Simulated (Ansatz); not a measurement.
TiO2, 12 atoms in the cell. Symmetry: Pbcn, No. 60, orthorhombic system. The conventional cell has a = 4.545 Å, b = 5.520 Å, c = 4.909 Å, α = 90.00°, β = 90.00°, γ = 90.00°. Ti (site symmetry 2) has 6 O at 1.88 to 2.09 Å as nearest neighbours. O (site symmetry 1) has 3 Ti at 1.88 to 2.09 Å as nearest neighbours. Measurements of this composition are mostly on another form, of space group No. 141.

```yaml
Program: Ansatz 0.2.0
Task: relaxation of cell and atoms
Functional: PBEsol
Potentials_or_basis: Ansatz PAW
Cutoff: "420 eV (not typed: the program's choice for these potentials)"
k_mesh: 6 × 5 × 6
Occupations: fermi-dirac, width 0.05 eV
Spin: no spin polarisation
Hubbard_terms: Ti d U = 3 eV
Hubbard_projectors: ortho-atomic (the default)
Double_counting: fll (the default)
```

Potentials or basis: Ansatz PAW.

Command:

```sh
$ ansatz run input.yaml --threads 4 --pin off --max-ram 11264MiB --backend cpu --events-out ev --progress --plain --runs-dir out
```

Hardware: 4 threads of Arm Neoverse V2 (shared host).

Q: Estimate the wall time of this run.

A: Run time: 67 s on 4 threads of Arm Neoverse V2 (shared host), peak memory 0.86 GiB. Counts: scf iterations 49, plane waves 2417, k points 48, bands 60, ion steps 9.
